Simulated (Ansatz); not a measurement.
Reactions of C12H24 (`C=CCCCCCCCCCC`).

Calculated with Ansatz (gas phase, PBE0-D4/def2-TZVP geometries, no zero-point term in ΔE). CCSD(T)/CBS adds triple-zeta CCSD(T) − MP2 to the extrapolated MP2 energy (def2 sets, frozen cores). This one scheme is used for every species. For Ga outer-core shells are correlated without core-valence functions, which leaves a few kJ/mol of doubt a bond. Scalar relativity is left out up to krypton. Each species was taken in one conformer, which may not be the lowest.

(1) Order these by ΔE at CCSD(T)/CBS, lowest first. (Best estimate.)
A. `C=CCCCCCCCCCC` + `[OH][GaH2]` → `CC[O][GaH2]` + `C=CCCCCCCCC`
B. `C=CCCCCCCCCCC` + HCl → `CCCCCCl` + `C=CCCCCC`
C. `C=CCCCCCCCCCC` + H₂O → `CCCCO` + `C=CCCCCCC`

Largest T1 diagnostic: 0.015, for `[OH][GaH2]`.

Results:

(1) B (+10.6 kJ/mol), C (+45.2 kJ/mol), A (+60.6 kJ/mol).
